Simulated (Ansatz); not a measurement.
**KCl: a vibration from a frozen displacement**

Computed with DFT r2SCAN, scalar-relativistic, plane waves, PAW (Ansatz). The runs took a 500 eV cutoff, a Γ-centred 6×6×6 mesh and Gaussian smearing (0.05 eV). No spin polarisation. Energies are free energies at this smearing, counted from the undisturbed cell; pressure is positive in compression.

The undisturbed cell (as given, not relaxed at this level; it stands at -0.2 GPa):

```
K Cl
1.0
     0.00000    3.15610    3.15610
     3.15610    0.00000    3.15610
     3.15610    3.15610    0.00000
K Cl
1 1
Direct
  0.00000 0.00000 0.00000
  0.50000 0.50000 0.50000
```

Every K atom is moved by x along the Cartesian unit vector (0.000, 0.000, 1.000); the cell and all other atoms stay fixed. The cell's volume is 62.88 Å³; the moved atoms weigh 39.098 u together and the others 35.450 u. Some rows repeat others by symmetry and weren't run.

```csv
x (Å),ΔE (meV/cell),total force on the moved atoms along the move (eV/Å),pressure (GPa)
-0.5000,248.28,1.3221,2.0260
-0.4375,175.58,1.0157,1.4368
-0.3750,120.05,0.7705,0.9637
-0.3125,78.26,0.5743,0.5900
-0.2500,47.47,0.4166,0.3022
-0.1875,25.58,0.2881,0.0893
-0.1250,11.02,0.1808,-0.0570
-0.0625,2.70,0.0870,-0.1424
0.0000,0.00,0.0000,-0.1705
0.0625,2.70,-0.0870,-0.1424
0.1250,11.02,-0.1808,-0.0570
0.1875,25.58,-0.2881,0.0893
0.2500,47.47,-0.4166,0.3022
0.3125,78.26,-0.5743,0.5900
0.3750,120.05,-0.7705,0.9637
0.4375,175.58,-1.0157,1.4368
0.5000,248.28,-1.3221,2.0260
```

Task: What frequency belongs to this motion?

Result: The force constant is k = −dF/dx = 1.392 eV/Å², from the parabola through x = -0.0625, 0 and 0.0625. In every cell the moved atoms swing against the rest, so the mass is μ = m₁m₂/(m₁ + m₂) = 18.592 u, and ν̃ = 521.5 cm⁻¹ × √(|k|/μ) = 143 cm⁻¹. To first order in x, and within 1 %, the force on every atom lies along the move and, within each of the two groups, in proportion to the atom's mass, so this is itself a mode at the zone centre of this cell, taken without macroscopic field (the transverse frequency in a polar insulator).

Task: How far does the harmonic law reach?

Result: At x = -0.500 Å, kx²/2 = 174.00 meV against the computed 248.28 meV (+42.7 %): the well stiffens in this direction at large amplitude.

Task: The pressure changes with x². What does that say about the frequency under compression?

Result: With E = k(V)x²/2, k ∝ V^(−2γ) and x scaling with the cell as V^(1/3), P − P0 = −∂E/∂V = (2γ − 2/3) ΔE/V. At x = 0.1250 Å, V(P − P0) = 62.88 × 0.11357 / 160.2 eV = 44.57 meV and ΔE = 11.02 meV, so γ = 1/3 + V(P − P0)/(2ΔE) = 2.36. This is the Grüneisen parameter of the motion under uniform scaling of the cell: shrinking the cell evenly by 1 % in volume raises the frequency by about 2.36 %.